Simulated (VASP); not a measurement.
# GaAs: G0W0 on PBE, by volume over the given one and cell

GaAs, F-43m (no. 216), 2 atoms in the cell. PBE, GW; PAW potentials As_GW, Ga_d_GW (PBE set).

| Volume over the given one | Cell | Quasiparticle gap on the mesh (eV) | Gap of the starting point on the mesh (eV) | Quasiparticle gap at the zone centre (eV) | Starting gap at the zone centre (eV) | Correction of the gap between the band edges on the mesh (eV) | Time (s) |
|---|---|---|---|---|---|---|---|
| 0.94 | scale = 0.94 | 1.69 | 0.98 | 1.96 | 0.98 | 0.71 | 68 |
| 0.97 | scale = 0.97 | 1.67 | 0.73 | 1.67 | 0.73 | 0.93 | 74 |
| 1 | as given | 1.38 | 0.50 | 1.38 | 0.50 | 0.88 | 106 |
| 1.03 | scale = 1.03 | 1.13 | 0.28 | 1.13 | 0.28 | 0.85 | 110 |

Limits: the mesh is coarse: the screening isn't converged, and the gap may still move by about 0.1 eV.

## Input of the first row

INCAR.step1:
```
PREC = Accurate
ENCUT = 500
ISMEAR = 0
SIGMA = 0.05
LASPH = T
LREAL = F
GGA = PE
ALGO = Normal
EDIFF = 1E-8
NELM = 150
LWAVE = T
LCHARG = F
KPAR = 4
```

INCAR.step2, as INCAR.step1 but for:
```
- ALGO = Normal
- NELM = 150
+ ALGO = Exact
+ NELM = 1
+ ISTART = 1
+ NBANDS = 204
+ LOPTICS = T
```

INCAR.step3:
```
PREC = Accurate
ENCUT = 500
ISMEAR = 0
SIGMA = 0.05
LASPH = T
LREAL = F
GGA = PE
ALGO = EVGW0
NBANDS = 204
NBANDSGW = 13
ENCUTGW = 160
NOMEGA = 48
PRECFOCK = Fast
ISTART = 1
LWAVE = F
LCHARG = F
NELMGW = 1
KPAR = 4
```

KPOINTS:
```
k-points
0
Gamma
  4 4 4
```

POSCAR:
```
GaAs
1.0
    0.0000000000      2.7691429914      2.7691429914
    2.7691429914      0.0000000000      2.7691429914
    2.7691429914      2.7691429914      0.0000000000
As Ga
1 1
Direct
    0.7500000000      0.7500000000      0.7500000000
    0.0000000000      0.0000000000      0.0000000000
```

Commands (each step's output is kept before the next begins):
```
cat potpaw_PBE.64/As_GW/POTCAR potpaw_PBE.64/Ga_d_GW/POTCAR > POTCAR
cp INCAR.step1 INCAR
mpirun -np 4 vasp_std > vasp.out
cp INCAR.step2 INCAR
mpirun -np 4 vasp_std > vasp.out
cp INCAR.step3 INCAR
mpirun -np 4 vasp_std > vasp.out
```

VASP 6.6.1 took 68 s on 4 cores (Intel Xeon Platinum 8259CL @ 2.50GHz (Skylake/Cascade Lake)), a shared host.
